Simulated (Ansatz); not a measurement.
CuO under changes of volume

One of the cells (10.729 Å³/atom); the others are scaled copies at fixed shape and fractional positions:

```
Cu O
1.0
     2.87950    0.00000    0.00000
     0.03907    2.87928    0.00000
     0.01750    0.01724    5.17634
Cu O
2 2
Direct
  0.00000 0.50000 0.00000
  0.50000 0.00000 0.50000
  0.99842 0.00167 0.74989
  0.00158 0.99833 0.25011
```

The cell comes from a database or a generator and needn't be the stable form of this composition.

```yaml
Program: Ansatz 0.2.0
Functional: r2SCAN
Potentials_or_basis: Ansatz PAW
Cutoff: "500 eV (not typed: the program's choice for these potentials)"
k_mesh: 9 × 9 × 5
Occupations: fermi-dirac, width 0.05 eV
Spin: no spin polarisation
```

```tsv
volume (Å³/atom)	energy over the lowest point (meV/atom)	pressure (GPa)	largest force (eV/Å)
10.085	20.43	11.6	0.012
10.300	8.03	7.0	0.012
10.515	?	?	?
10.729	0.00	-0.7	0.012
10.944	3.19	-4.0	0.012
11.158	10.52	-6.9	0.013
11.373	21.53	-9.5	0.014
```

**Question.** What does the run at 10.515 Å³/atom give?

**Answer.** Energy over the lowest point 1.43 meV/atom; pressure 2.9 GPa; largest force 0.012 eV/Å.

Worked out: A Birch-Murnaghan fit of order 3 (a polynomial in V^(-2/3)) to the other rows has its minimum at 10.68 Å³/atom with B0 = V·E''(V) = 176 GPa and B' = 4.6 at fixed shape and positions, which overstates the stiffness. It gives 1.42 meV/atom at 10.515 Å³/atom, against the run's 1.43, and -dE/dV = 2.9 GPa, against 2.9.

Energies are extrapolated to zero smearing.

Caveats: the run has no spin polarisation, though such a crystal can be magnetic; the PAW data sets come from PBE, with cores solved anew for the run's functional, which leaves a small shift of forces and pressure.
